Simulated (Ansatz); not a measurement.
MgS built on the zincblende prototype, relaxed with r2SCAN in Ansatz 0.2.0. The symmetry is F-43m (No. 216, cubic); conventional cell a = 5.662 Å, 22.69 Å³ an atom. Around Mg lie 4 S at 2.45 Å; around S lie 4 Mg at 2.45 Å.

The axes x, y and z are those of this cell:
```
Mg S
1.0
     0.00000    2.83088    2.83088
     2.83088    0.00000    2.83088
     2.83088    2.83088    0.00000
Mg S
1 1
Cartesian
  0.0000 0.0000 0.0000
  1.4154 1.4154 1.4154
```

Unstrained: PBE gives a direct gap of 3.466 eV at Γ. The r2SCAN gap is direct at Γ: 4.142 eV. With HSE06 the gap is 4.528 eV and direct, at Γ. Meshes: PBE 8×8×8, r2SCAN 8×8×8, HSE06 6×6×6. Strains are changes of length per length. After each strain the atoms were relaxed again with r2SCAN within the symmetry that the strain leaves, so tilts or polar shifts that break it weren't tested; points keep the names that they have in the unstrained zone. Values at 0 K without nuclear motion; spin polarisation is off, and the phase may be a hypothetical one.

Q: For epitaxial -4.0 % in the plane normal to [111], how far does the free direction move, and what happens to the gap?

A: The normal strain at zero normal stress is +3.00 %, 0.75 of the in-plane strain with the sign turned. PBE: the gap goes from 3.466 to 3.453 eV (-0.013 eV); with r2SCAN the top three valence levels at Γ, degenerate before, become 2+1 from the top over 506 meV. r2SCAN: the gap goes from 4.142 to 4.036 eV (-0.106 eV); it turns from direct (Γ) to indirect (Γ → X [(-1/2, -1/2, 0)]). HSE06: the gap goes from 4.528 to 4.521 eV (-0.007 eV).

Q: Apply epitaxial +2.0 % in the plane normal to [111], free normal strain -1.42 %. How far does the gap move, against the unstrained cell?

A: PBE: the gap goes from 3.466 to 3.206 eV (-0.260 eV); with r2SCAN the top three valence levels at Γ, degenerate before, become 1+2 from the top over 183 meV. r2SCAN: the gap goes from 4.142 to 3.866 eV (-0.276 eV). HSE06: the gap goes from 4.528 to 4.253 eV (-0.275 eV). The r2SCAN energy rises by 6.2 meV an atom.

Q: For epitaxial -1.0 % in the plane normal to [111], how far does the free direction move, and what happens to the gap?

A: The normal strain at zero normal stress is +0.77 %, 0.77 of the in-plane strain with the sign turned. PBE: the gap goes from 3.466 to 3.486 eV (+0.020 eV); with r2SCAN the top three valence levels at Γ, degenerate before, become 2+1 from the top over 112 meV. r2SCAN: the gap goes from 4.142 to 4.164 eV (+0.022 eV). HSE06: the gap goes from 4.528 to 4.551 eV (+0.023 eV).

Q: Apply epitaxial -2.0 % in the plane normal to [111], free normal strain +1.54 %. How far does the gap move, against the unstrained cell?

A: PBE: the gap goes from 3.466 to 3.491 eV (+0.025 eV); with r2SCAN the top three valence levels at Γ, degenerate before, become 2+1 from the top over 234 meV. r2SCAN: the gap goes from 4.142 to 4.170 eV (+0.028 eV). HSE06: the gap goes from 4.528 to 4.557 eV (+0.029 eV). The r2SCAN energy rises by 6.5 meV an atom.

Q: Apply epitaxial +4.0 % in the plane normal to [111], free normal strain -2.92 %. How far does the gap move, against the unstrained cell?

A: PBE: the gap goes from 3.466 to 2.945 eV (-0.521 eV); with r2SCAN the top three valence levels at Γ, degenerate before, become 1+2 from the top over 336 meV. r2SCAN: the gap goes from 4.142 to 3.588 eV (-0.554 eV). HSE06: the gap goes from 4.528 to 3.977 eV (-0.551 eV). The r2SCAN energy rises by 24.1 meV an atom.

Q: For epitaxial +1.0 % in the plane normal to [111], how far does the free direction move, and what happens to the gap?

A: The normal strain at zero normal stress is -0.73 %, 0.73 of the in-plane strain with the sign turned. PBE: the gap goes from 3.466 to 3.336 eV (-0.130 eV); with r2SCAN the top three valence levels at Γ, degenerate before, become 1+2 from the top over 98 meV. r2SCAN: the gap goes from 4.142 to 4.004 eV (-0.138 eV). HSE06: the gap goes from 4.528 to 4.391 eV (-0.137 eV).

Q: Estimate what epitaxial -3.0 % in the plane normal to [111], free normal strain +2.26 % does to the gap.

A: PBE: the gap goes from 3.466 to 3.483 eV (+0.017 eV); with r2SCAN the top three valence levels at Γ, degenerate before, become 2+1 from the top over 364 meV. r2SCAN: the gap goes from 4.142 to 4.127 eV (-0.015 eV); it turns from direct (Γ) to indirect (Γ → X [(-1/2, -1/2, 0)]); least and direct gap lie within 0.04 eV, so its kind isn't settled. HSE06: the gap goes from 4.528 to 4.550 eV (+0.022 eV). The r2SCAN energy rises by 14.9 meV an atom.

Q: For epitaxial +3.0 % in the plane normal to [111], how far does the free direction move, and what happens to the gap?

A: The normal strain at zero normal stress is -2.21 %, 0.74 of the in-plane strain with the sign turned. PBE: the gap goes from 3.466 to 3.073 eV (-0.393 eV); with r2SCAN the top three valence levels at Γ, degenerate before, become 1+2 from the top over 268 meV. r2SCAN: the gap goes from 4.142 to 3.725 eV (-0.417 eV). HSE06: the gap goes from 4.528 to 4.113 eV (-0.415 eV).

The meshes of the hybrids are coarse, so their gaps aren't converged to the digits shown.

The splittings at Γ are without spin-orbit coupling, which regroups them where it is of like size.
